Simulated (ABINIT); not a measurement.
The system is AlN.

```xyz
2
Lattice="0.0000 2.1840 2.1840 2.1840 0.0000 2.1840 2.1840 2.1840 0.0000" Properties=species:S:1:pos:R:3 pbc="T T T"
Al    0.0000    0.0000    0.0000
N     1.0920    1.0920    1.0920
```

Measurements of this composition are mostly on another form, of space group No. 186.

Base run:

| Property | Result |
| --- | --- |
| Program | ABINIT 10.8.3 (patched build) |
| Functional | LDA |
| Potentials or basis | PseudoDojo NC SR LDA v0.4.1 standard |
| Cutoff | 980 eV |
| k mesh | 8 × 8 × 8 |
| Occupations | fermi-dirac, width 0.05 eV |
| Spin | no spin polarisation |

Its results: band gap on the k mesh 3.26 eV, indirect (least direct gap 4.24 eV); pressure -5.3 GPa.

Task: After a change of settings the same cell gave: band gap on the k mesh 3.19 eV, indirect (least direct gap 4.12 eV); pressure 0.8 GPa. Which change was it?
A. functional from LDA to PBE; potentials or basis from PseudoDojo NC SR LDA v0.4.1 standard to PseudoDojo NC SR PBE v0.5 standard
B. functional from LDA to PBEsol; potentials or basis from PseudoDojo NC SR LDA v0.4.1 standard to PseudoDojo NC SR PBEsol v0.4.1 standard
C. functional from LDA to PBE; potentials or basis from PseudoDojo NC SR LDA v0.4.1 standard to PseudoDojo NC SR PBE v0.4.1 standard
D. functional from LDA to PBE; potentials or basis from PseudoDojo NC SR LDA v0.4.1 standard to PseudoDojo NC SR PBE v0.5 stringent; cutoff from 980 eV to 1143 eV

Result: B.

Caveats: the cutoff is short for stress, so the pressure is rough (some runs).
